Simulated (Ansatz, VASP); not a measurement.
# GaN in two plane-wave programs

Wanted: the spread between two codes on one cell, functional and k mesh.

Method: plane waves, with VASP 6.6.1 beside it; band structure at PBE, band structure at r2SCAN and dielectric response at PBE, in Ansatz 0.2.0.

The database entry behind the starting cell differs from later determinations by our own check (thin film, about 0.3 % long), so it need not match the best structure at ambient conditions.

## 1. Set-up

Symmetry: P6_3mc, No. 186, hexagonal system. The conventional cell has a = 3.197 Å, b = 3.197 Å, c = 5.207 Å, α = 90.00°, β = 90.00°, γ = 120.00°. Ga has 4 N at 1.95 to 1.97 Å nearest. Nearest to N lie 4 Ga at 1.95 to 1.97 Å. Farther neighbours and most contacts between anions are not listed.

As a file:

```
Ga N
1.0
     3.19720    0.00000    0.00000
    -1.59860    2.76886    0.00000
     0.00000    0.00000    5.20700
Ga N
2 2
Direct
  0.66667 0.33333 0.59120
  0.33333 0.66667 0.09120
  0.66667 0.33333 0.96880
  0.33333 0.66667 0.46880
```

## 2. VASP: band structure, PBE

Levels along a path test the potential and the projectors away from the mesh points.

Lines of VASP's logs that name or quote its potential files are left out, and so is its time.

Contents of INCAR:

```
SYSTEM = GaN
PREC = Accurate
ENCUT = 520
EDIFF = 1E-06
NELM = 100
ISMEAR = 0
SIGMA = 0.02
LREAL = .FALSE.
ALGO = Normal
GGA = PE
NBANDS = 32
LORBIT = 11
LWAVE = .FALSE.
LCHARG = .FALSE.
KPAR = 8
```

Contents of POSCAR:

```
GaN
1.0
    3.1972000000      0.0000000000      0.0000000000
   -1.5986000000      2.7688564210      0.0000000000
    0.0000000000      0.0000000000      5.2070000000
Ga N
2 2
Direct
    0.6666666667      0.3333333333      0.5912000000
    0.3333333333      0.6666666667      0.0912000000
    0.6666666667      0.3333333333      0.9688000000
    0.3333333333      0.6666666667      0.4688000000
```

Contents of KPOINTS:

```
Automatic mesh
0
Gamma
5 5 3
0 0 0
```

Contents of KPOINTS_OPT:

```
Line mode
16
Line-mode
Reciprocal
  0.00000000   0.00000000   0.00000000 GAMMA
  0.50000000   0.00000000   0.00000000 M

  0.50000000   0.00000000   0.00000000 M
  0.33333333   0.33333333   0.00000000 K

  0.33333333   0.33333333   0.00000000 K
  0.00000000   0.00000000   0.00000000 GAMMA

  0.00000000   0.00000000   0.00000000 GAMMA
  0.00000000   0.00000000   0.50000000 A

  0.00000000   0.00000000   0.50000000 A
  0.50000000   0.00000000   0.50000000 L

  0.50000000   0.00000000   0.50000000 L
  0.33333333   0.33333333   0.50000000 H

  0.33333333   0.33333333   0.50000000 H
  0.00000000   0.00000000   0.50000000 A

  0.50000000   0.00000000   0.50000000 L
  0.50000000   0.00000000   0.00000000 M

  0.33333333   0.33333333   0.00000000 K
  0.33333333   0.33333333   0.50000000 H
```

Potentials, in the order of the species: Ga_d and N (PBE family, release 64).

Run with:

```sh
$ mpirun -np 8 vasp_std
```

Numbers of over 12 decimals in the logs are rounded to 6 here.

Output:

```text
[banner, memory and clock lines left out]
running    8 mpi-ranks, on    1 nodes
 distrk:  each k-point on    1 cores,    8 groups
 distr:  one band on    1 cores,    1 groups

 POSCAR found type information on POSCAR GaN
 POSCAR found :  2 types and       4 ions
|                                                                             |
|           W    W    AA    RRRRR   N    N  II  N    N   GGGG   !!!           |
|           W    W   A  A   R    R  NN   N  II  NN   N  G    G  !!!           |
|           W    W  A    A  R    R  N N  N  II  N N  N  G       !!!           |
|           W WW W  AAAAAA  RRRRR   N  N N  II  N  N N  G  GGG   !            |
|           WW  WW  A    A  R   R   N   NN  II  N   NN  G    G                |
|           W    W  A    A  R    R  N    N  II  N    N   GGGG   !!!           |
|                                                                             |
|     For optimal performance we recommend to set                             |
|       NCORE = 2 up to number-of-cores-per-socket                            |
|     NCORE specifies how many cores store one orbital (NPAR=cpu/NCORE).      |
|     This setting can greatly improve the performance of VASP for DFT.       |
|     The default, NCORE=1 might be grossly inefficient on modern             |
|     multi-core architectures or massively parallel machines. Do your        |
|     Unfortunately you need to use the default for GW and RPA                |
|     calculations (for HF NCORE is supported but not extensively tested      |
|     yet).                                                                   |
|                                                                             |

 LDA part: xc-table for (Slater+PW92), standard interpolation
 POSCAR, INCAR and KPOINTS ok, starting setup
 FFT: planning ... GRIDC
 FFT: planning ... GRID_SOFT
 FFT: planning ... GRID
 WAVECAR not read
 entering main loop
       N       E                     dE             d eps       ncg     rms          rms(c)
DAV:   1     0.302146062361E+03    0.30215E+03   -0.16528E+04   800   0.210E+03
DAV:   2     0.139885209614E+02   -0.28816E+03   -0.26277E+03   664   0.496E+02
DAV:   3    -0.269399849490E+02   -0.40929E+02   -0.40297E+02   776   0.130E+02
DAV:   4    -0.282789066331E+02   -0.13389E+01   -0.13377E+01   720   0.264E+01
DAV:   5    -0.283013435436E+02   -0.22437E-01   -0.22436E-01   800   0.336E+00    0.109E+01
DAV:   6    -0.242352147813E+02    0.40661E+01   -0.68930E+00  1064   0.395E+01    0.317E+00
DAV:   7    -0.243076061794E+02   -0.72391E-01   -0.11251E+00   688   0.730E+00    0.265E+00
DAV:   8    -0.243065240638E+02    0.10821E-02   -0.13575E-01  1016   0.357E+00    0.127E+00
DAV:   9    -0.242889797410E+02    0.17544E-01   -0.31925E-02   992   0.269E+00    0.427E-01
DAV:  10    -0.242894750083E+02   -0.49527E-03   -0.56131E-03   720   0.388E-01    0.160E-01
DAV:  11    -0.242894441597E+02    0.30849E-04   -0.15598E-04   960   0.231E-01    0.775E-02
DAV:  12    -0.242894422397E+02    0.19200E-05   -0.52226E-05   856   0.574E-02    0.112E-02
DAV:  13    -0.242894434866E+02   -0.12469E-05   -0.70365E-06   744   0.169E-02    0.170E-02
DAV:  14    -0.242894434708E+02    0.15818E-07   -0.59563E-07   488   0.625E-03
   1 F= -.24289443E+02 E0= -.24289443E+02  d E =-.667770E-11
 Start KPOINTS_OPT (optional k-point list driver)
k-point batch [1-10\144]
       N       E                     dE             ncg
DAV:   1     0.159743259606E+04   -0.19509E+04      784
DAV:   2    -0.119154657725E+04   -0.27890E+04      640
DAV:   3    -0.159254406505E+04   -0.40100E+03      768
DAV:   4    -0.160645852123E+04   -0.13914E+02      704
DAV:   5    -0.160668798151E+04   -0.22946E+00      832
DAV:   6    -0.160669662929E+04   -0.86478E-02      816
DAV:   7    -0.160669691403E+04   -0.28474E-03      896
DAV:   8    -0.160669692081E+04   -0.67788E-05      624
DAV:   9    -0.160669692089E+04   -0.81322E-07      528
[...]
k-point batch [141-144\144]
       N       E                     dE             ncg
DAV:   1     0.101247212445E+05   -0.55159E+04      312
DAV:   2     0.893438076609E+04   -0.11903E+04      256
DAV:   3     0.875416043767E+04   -0.18022E+03      328
DAV:   4     0.874831651776E+04   -0.58439E+01      288
DAV:   5     0.874823432261E+04   -0.82195E-01      352
DAV:   6     0.874823199259E+04   -0.23300E-02      312
DAV:   7     0.874823192820E+04   -0.64391E-04      368
DAV:   8     0.874823192793E+04   -0.27453E-06      208
```

OUTCAR, selected parts (step 2):

```text
ion  position               nearest neighbor table
   1  0.667  0.333  0.591-   4 1.95   4 1.95   4 1.95   3 1.97
   2  0.333  0.667  0.091-   3 1.95   3 1.95   3 1.95   4 1.97
   3  0.667  0.333  0.969-   2 1.95   2 1.95   2 1.95   1 1.97
   4  0.333  0.667  0.469-   1 1.95   1 1.95   1 1.95   2 1.97

  LATTYP: Found a hexagonal cell.
 ALAT       =     3.1972000000
 C/A-ratio  =     1.6286125360

 Subroutine GETGRP returns: Found 12 space group operations
 (whereof  6 operations were pure point group operations)

The static configuration has the point symmetry C_3v.
 The point group associated with its full space group is C_6v.

 Found     10 irreducible k-points:

   k-points           NKPTS =     10   k-points in BZ     NKDIM =     10   number of bands    NBANDS=     32

   dimension x,y,z NGX =    24 NGY =   24 NGZ =   40
   dimension x,y,z NGXF=    48 NGYF=   48 NGZF=   80

   ENCUT  =  520.0 eV  38.22 Ry    6.18 a.u.   5.94  5.94  9.68*2*pi/ulx,y,z

   NELECT =      36.0000    total number of electrons

 k-points in reciprocal lattice and weights: Automatic mesh
   0.00000000  0.00000000  0.00000000       0.013
   0.20000000 -0.00000000  0.00000000       0.080
   0.40000000  0.00000000  0.00000000       0.080
   0.20000000  0.20000000  0.00000000       0.080
   0.40000000  0.20000000  0.00000000       0.080
   0.00000000  0.00000000  0.33333333       0.027
   0.20000000 -0.00000000  0.33333333       0.160
   0.40000000  0.00000000  0.33333333       0.160
   0.20000000  0.20000000  0.33333333       0.160
   0.40000000  0.20000000  0.33333333       0.160

 average (electrostatic) potential at core
       1 -63.5904       2 -63.5904       3 -62.1183       4 -62.1183

 E-fermi :   5.3104

 k-point     1 :       0.0000    0.0000    0.0000
  band No.  band energies     occupation
    ...
     14       4.2087      2.00000
     15       4.2087      2.00000
     16       5.2029      2.00000
     17       5.2265      2.00000
     18       5.2265      2.00000
     19       7.0788      0.00000
     20       9.4061      0.00000
     21      14.3717      0.00000
     22      15.0571      0.00000
     23      15.0571      0.00000
    ...

 k-point     2 :       0.2000   -0.0000    0.0000
  band No.  band energies     occupation
    ...
     14       2.0150      2.00000
     15       3.0370      2.00000
     16       3.5320      2.00000
     17       4.7918      2.00000
     18       4.8877      2.00000
     19       8.9662      0.00000
     20      10.9429      0.00000
     21      13.0000      0.00000
     22      13.9322      0.00000
     23      15.3912      0.00000
    ...

 k-point     3 :       0.4000    0.0000    0.0000
  band No.  band energies     occupation
    ...
     14       0.2605      2.00000
     15       0.8950      2.00000
     16       2.6520      2.00000
     17       3.5095      2.00000
     18       4.3257      2.00000
     19      10.2354      0.00000
     20      10.7671      0.00000
     21      11.5034      0.00000
     22      13.6514      0.00000
     23      15.4917      0.00000
    ...

  Total        1.0850765      1.0850765      0.9495197      0.0000000      0.0000000     -0.0000000
  in kB       37.7149146     37.7149146     33.0032520      0.0000000      0.0000000     -0.0000000
  external PRESSURE =      36.1443604 kB  Pullay stress =       0.0000000 kB

  energy-cutoff  :      520.00
  volume of cell :       46.10
      direct lattice vectors                 reciprocal lattice vectors
     3.197200000  0.000000000  0.000000000     0.312773677  0.180579967  0.000000000
    -1.598600000  2.768856421  0.000000000     0.000000000  0.361159933  0.000000000
     0.000000000  0.000000000  5.207000000     0.000000000  0.000000000  0.192049165

 POSITION                                       TOTAL-FORCE (eV/Angst)
 -----------------------------------------------------------------------------------
      1.59860      0.92295      3.07838        -0.000000      0.000000      0.053726
     -0.00000      1.84590      0.47488         0.000000     -0.000000      0.053726
      1.59860      0.92295      5.04454         0.000000      0.000000     -0.053726
     -0.00000      1.84590      2.44104         0.000000     -0.000000     -0.053726
 -----------------------------------------------------------------------------------
    total drift:                               -0.000001     -0.000002      0.002522

  FREE ENERGIE OF THE ION-ELECTRON SYSTEM (eV)
  ---------------------------------------------------
  free  energy   TOTEN  =       -24.2894434708 eV

  energy  without entropy=      -24.2894434708  energy(sigma->0) =      -24.28944347

 total charge
# of ion       s       p       d       tot
------------------------------------------
    1        0.785   0.887  10.175  11.847
    2        0.785   0.887  10.175  11.847
    3        1.223   2.518   0.000   3.741
    4        1.223   2.518   0.000   3.741
--------------------------------------------------
tot          4.016   6.811  20.349  31.177

[... 3 further parts left out ...]
```

At this level the cell is under a pressure of 3.6 GPa, so at these settings it is away from equilibrium.

## 3. Ansatz: band structure, PBE

Ansatz runs on its default PAW (the set named soft_2) files.

The same cell, functional, mesh and smearing now go to Ansatz, which takes its cutoff from its data sets.

Contents of input.yaml:

```yaml
crystal:
  lattice:
    - [3.1972, 0.0, 0.0]
    - [-1.5986, 2.768856421, 0.0]
    - [0.0, 0.0, 5.207]
  atoms:
    - { symbol: Ga, position: [0.6666666667, 0.3333333333, 0.5912] }
    - { symbol: Ga, position: [0.3333333333, 0.6666666667, 0.0912] }
    - { symbol: "N", position: [0.6666666667, 0.3333333333, 0.9688] }
    - { symbol: "N", position: [0.3333333333, 0.6666666667, 0.4688] }
hamiltonian:
  xc: pbe
  pseudopotentials: { kind: paw }
kpoints:
  mp_grid: { grid: [5, 5, 3] }
  band_path:
    path:
      - [0.0, 0.0, 0.0]
      - [0.13333, 0.0, 0.0]
      - [0.3, 0.0, 0.0]
      - [0.46667, 0.0, 0.0]
      - [0.46667, 0.06667, 0.0]
      - [0.41111, 0.17778, 0.0]
      - [0.35556, 0.28889, 0.0]
      - [0.28889, 0.28889, 0.0]
      - [0.17778, 0.17778, 0.0]
      - [0.06667, 0.06667, 0.0]
      - [0.0, 0.0, 0.03333]
      - [0.0, 0.0, 0.2]
      - [0.0, 0.0, 0.36667]
      - [0.0, 0.0, 0.5]
      - [0.16667, 0.0, 0.5]
      - [0.3, 0.0, 0.5]
      - [0.46667, 0.0, 0.5]
      - [0.46667, 0.06667, 0.5]
      - [0.41111, 0.17778, 0.5]
      - [0.35556, 0.28889, 0.5]
      - [0.28889, 0.28889, 0.5]
      - [0.17778, 0.17778, 0.5]
      - [0.06667, 0.06667, 0.5]
      - [0.5, 0.0, 0.46667]
      - [0.5, 0.0, 0.3]
      - [0.5, 0.0, 0.13333]
      - [0.33333, 0.33333, 0.0]
      - [0.33333, 0.33333, 0.16667]
      - [0.33333, 0.33333, 0.33333]
      - [0.33333, 0.33333, 0.5]
    npoints: 1
scf:
  occupations: { method: gaussian, width: 0.02 }
  n_extra_bands: 8
output:
  forces: true
  stress: true
  eigenvalues: true
  write_density: true
  write_potential: true
  elf: true
  volumetric_format: npy
```

Run with:

```sh
$ ansatz run input.yaml --threads 2 --pin off --max-ram 4608MiB --backend cpu --events-out ev --progress --plain --runs-dir out
```

Output:

```text
scf.n_extra_bands = 8 over 18 filled bands (N_el = 36.0): the run solves 26 bands
Engine: ansatz 0.2.0, aarch64-unknown-linux-gnu
Pseudopotentials: kind: paw
Pseudopotential: Ga, paw, valence charge 13, recommended cutoff 420 eV (normal), Ga.paw.azcp
Pseudopotential: N, paw, valence charge 5, recommended cutoff 420 eV (normal), N.paw.azcp
Functional definition: PBE
  parameter kappa = 0.804
  parameter beta = 0.066725
  exchange = pbe_x(kappa = kappa, mu = beta*pi^2/3)
  correlation = pbe_c(beta = beta)
Crystal: 4 atoms, lattice volume = 46.095 Å³
Basis set: ecut = 420 eV, 917 PW (Γ), exchange–correlation on 48×48×72 points (8 copies of the dense FFT grid, shifted against one another)
Bands: 26, of which v1, the nominal top of the filled ones, is band 18 counted from 1 (17 counted from 0)
Symmetry: 12 space group operations
Space group: P63mc (ITA 186), of the structure as read, at distance tolerance 3.6e-5 Å
k-points: 10 of 75 (time reversal used)
Non-local potential: Ga, projectors of the file, l = 0: 2, l = 1: 2, l = 2: 3, l = 3: 1
Non-local potential: N, projectors of the file, l = 0: 2, l = 1: 2, l = 2: 1
PAW form: soft (Blöchl's): semilocal exchange-correlation on the pseudo side does not see the compensation charge
PAW one-centre angular grid: Ga, 590 points (default); XC on 64 Gauss nodes
PAW one-centre angular grid: N, 110 points (default); XC on 64 Gauss nodes
Initial density: superposition of atomic densities (neutral atoms: chi_scale 0, normalization atom), corrected by the library's trained network
Initial wavefunctions: pseudopotential atomic-orbital guess
Functional: x = pbe(κ = 0.804, μ = 0.219515), c = pbe(β = 0.066725)
SCF iter   1: F=—  HF=-8335.806961 eV  |F-HF|=—  |Δ(HF+E_count)|=         —  Δρ=7.19e-4  dr2=7.65e-5  ethr=1.77e-3  ⟨swp⟩=5.3  Hψ=1048  notcnv=0
preconditioner: auto → Resta (q_TF=auto, 2.618 Å⁻¹)  ε∞=4.1  [insulator: Δε(μ)=1.844 eV  Ē_g=18.723 eV  σ=0.020 eV  W_gap=1.00  n_scr=22 (ndim 8)  ℏωp=32.8 eV  f_vac=0.010  D(μ)=0.00/eV (n_scr^D=0)  ε∞_Penn≈4.1]
SCF iter   2: F=—  HF=-8335.807566 eV  |F-HF|=—  |Δ(HF+E_count)|=   6.05e-4  Δρ=4.09e-4  dr2=3.04e-5  ethr=2.12e-7  ⟨swp⟩=3.1  Hψ=583  notcnv=0  defer=11
SCF iter   3: F=—  HF=-8335.807699 eV  |F-HF|=—  |Δ(HF+E_count)|=   1.32e-4  Δρ=1.67e-4  dr2=7.16e-6  ethr=8.45e-8  ⟨swp⟩=2.0  Hψ=391  notcnv=0  defer=11
SCF iter   4: F=—  HF=-8335.807718 eV  |F-HF|=—  |Δ(HF+E_count)|=   1.90e-5  Δρ=4.87e-5  dr2=7.88e-7  ethr=1.99e-8  ⟨swp⟩=2.0  Hψ=409  notcnv=0  defer=11
SCF iter   5: F=—  HF=-8335.807718 eV  |F-HF|=—  |Δ(HF+E_count)|=   5.43e-7  Δρ=1.94e-5  dr2=1.35e-7  ethr=2.19e-9  ⟨swp⟩=2.0  Hψ=406  notcnv=0  defer=11
SCF iter   6: F=-8335.807718 eV  HF=-8335.807718 eV  |F-HF|=1.33e-8  |Δ(HF+E_count)|=   2.18e-7  Δρ=5.79e-6  dr2=1.34e-8  ethr=2.78e-10  ⟨swp⟩=10.2  Hψ=1578  notcnv=0
SCF 1 converged in 6 iterations: F = -8335.807718 eV  dr2 = 1.34e-8
  greatest PAW one-centre occupation: 0.995 electrons in one spin orbital (limit 2), on the Ga atom at site 1 (counted from 0), in its partial waves of l = 2
NSCF: frozen V_eff on 30 k-points
SCF converged after 6 iterations
Free energy (F): -8335.807718 eV
Harris-Foulkes:  -8335.807718 eV  (|F-HF|=1.33e-8)
Internal energy: -8335.807718 eV  (E = F + TS)
E sigma→0 (E₀):  -8335.807718 eV
Fermi energy:    10.489257 eV
--- Per-component energies (eV) ---
  E_band       = -14.304665
  E_kinetic    = 493.933178
  E_local      = -3918.543142  (includes V_loc(G=0)·N_el)
  E_nonlocal   = 948.818791
  E_hartree    = 1802.358509
  E_xc         = -257.384094
  E_vxc        = -268.005079  (∫ρ·V_xc dr)
  E_paw        = -4240.960533  (= ΣΔE_a)
  E_vpaw       = -875.223742  (= ΣTr[D̂ρ^β])
  E_aug_tail   = 0.000106  (compensation charges beyond the density's cutoff)
  E_ewald      = -3164.030533
  E_smearing   = -0.000000  (= −TS)
  E_closure    = -0.000000  (closes the sum)
  Σ components = -8335.807718   (vs F -8335.807718, Δ=0.00e0)
--- Forces (eV/Å), atoms counted from 1 ---
  atom   1  Ga    -0.00000000     0.00000000     0.05310159
  atom   2  Ga    -0.00000000    -0.00000000     0.05310159
  atom   3  N      0.00000000     0.00000000    -0.05311312
  atom   4  N     -0.00000000    -0.00000000    -0.05311312
  max |Σ_I F_I| component: 2.31e-5 eV/Å
--- Stress (GPa, compression-positive) ---
        3.767458       0.000000       0.000000
        0.000000       3.767458       0.000000
        0.000000       0.000000       3.228328
  P = ⅓ Tr σ = 3.5877 GPa (35.877 kbar)
--- Band table (eV; the first three rows and the last of 10) ---
  k-point 0: bands = [... 14 lower, 8.5479, 9.5418, 9.5658, 9.5658, 11.4125, 13.7505, 18.7100, 19.4105, ... 4 higher]
  k-point 1: bands = [... 14 lower, 8.7932, 8.7932, 9.3019, 9.3019, 13.1024, 13.8970, 18.1141, 18.5384, ... 4 higher]
  k-point 2: bands = [... 14 lower, 7.3756, 7.8717, 9.1311, 9.2270, 13.3023, 15.2887, 17.3457, 18.2725, ... 4 higher]
  k-point 9: bands = [... 14 lower, 5.5864, 6.6827, 7.3827, 8.0609, 14.9020, 16.0314, 17.1337, 17.3161, ... 4 higher]
```

Wall time 3 s (2 threads of Arm Neoverse N1, shared host); peak memory 0.28 GiB; 5.3 s of CPU time.

Reading the cycles: dr2 is the Hartree energy of the density residual (eV), the measure of convergence; HF is the Harris–Foulkes estimate of the energy, which meets the free energy F at convergence.

## 4. Differences

Known differences besides the potentials themselves: the cutoff is 420 eV in Ansatz and 520 eV in VASP; VASP leaves aspherical gradient terms in its spheres out (LASPH is not set), Ansatz keeps them. Total energies have different zeros and are not compared.

Both answers:

| quantity | Ansatz | VASP | difference |
| --- | --- | --- | --- |
| pressure (GPa) | 3.59 | 3.61 | -0.03 |
| pressure without Ansatz's Pulay correction (GPa) | 3.08 | 3.61 | -0.54 |
| gap over the path points (eV) | 1.847 | 1.852 | -0.006 |

Forces (eV/Å; atoms numbered as in POSCAR):

| atom | Ansatz x, y, z | VASP x, y, z |
| --- | --- | --- |
| Ga1 | 0.000, 0.000, 0.053 | 0.000, 0.000, 0.054 |
| Ga2 | 0.000, 0.000, 0.053 | 0.000, 0.000, 0.054 |
| N3 | 0.000, 0.000, -0.053 | 0.000, 0.000, -0.054 |
| N4 | 0.000, 0.000, -0.053 | 0.000, 0.000, -0.054 |

Levels at points of the path, from each program's valence-band top (eV; 4 filled, then empty):

| k (reciprocal lattice) | Ansatz | VASP |
| --- | --- | --- |
| 0.000 0.000 0.000 | -1.02 -0.02 0.00 0.00 1.85 4.18 9.14 | -1.02 -0.02 0.00 0.00 1.85 4.18 9.14 |
| 0.133 0.000 0.000 | -1.36 -1.28 -0.20 -0.16 3.00 5.13 8.50 | -1.36 -1.28 -0.20 -0.16 3.00 5.13 8.50 |
| 0.300 0.000 0.000 | -3.51 -2.20 -0.99 -0.65 4.62 5.79 6.96 | -3.51 -2.20 -0.99 -0.65 4.62 5.78 6.95 |
| 0.467 0.000 0.000 | -4.18 -2.69 -2.10 -0.98 5.04 5.51 6.06 | -4.19 -2.69 -2.10 -0.98 5.03 5.50 6.06 |
| 0.467 0.067 0.000 | -4.12 -2.91 -2.18 -1.17 5.34 5.69 5.98 | -4.12 -2.91 -2.18 -1.17 5.33 5.68 5.98 |
| 0.411 0.178 0.000 | -4.23 -3.49 -2.34 -1.96 5.59 6.63 6.75 | -4.24 -3.49 -2.34 -1.96 5.59 6.62 6.75 |
| 0.356 0.289 0.000 | -5.03 -3.16 -2.71 -2.62 5.24 7.50 7.83 | -5.03 -3.16 -2.71 -2.62 5.23 7.49 7.82 |
| 0.289 0.289 0.000 | -4.61 -3.50 -2.49 -2.38 5.37 7.22 7.90 | -4.61 -3.50 -2.49 -2.38 5.36 7.22 7.89 |
| 0.178 0.178 0.000 | -3.89 -2.58 -1.15 -0.98 5.09 6.86 7.18 | -3.89 -2.58 -1.16 -0.98 5.10 6.86 7.18 |
| 0.067 0.067 0.000 | -1.41 -0.94 -0.15 -0.15 2.80 4.96 8.83 | -1.41 -0.94 -0.15 -0.15 2.80 4.95 8.83 |

The forces differ by 0.4 meV/Å r.m.s., which is 1.2 % of the r.m.s. force of 0.03 eV/Å (both taken over all components). Among the levels compared at these points, filled levels agree within 3 meV and empty ones within 8 meV. Ansatz's pressure holds a Pulay correction of 0.51 GPa; VASP's holds none.

(Continued in part 2 of 2.)

[Lines on the potential files, build, host, timing and source positions are cut from VASP's logs without a mark.]

[Logs are printed without paths, hosts, clocks, repeated set-up lines and the standing remarks that a program may print on its own settings, such as how far it seeks lower states.]

[Hosts, paths, dates, database ids (printed as entryN), source tags and the programs' standing remarks are cut or masked in the printed files.]
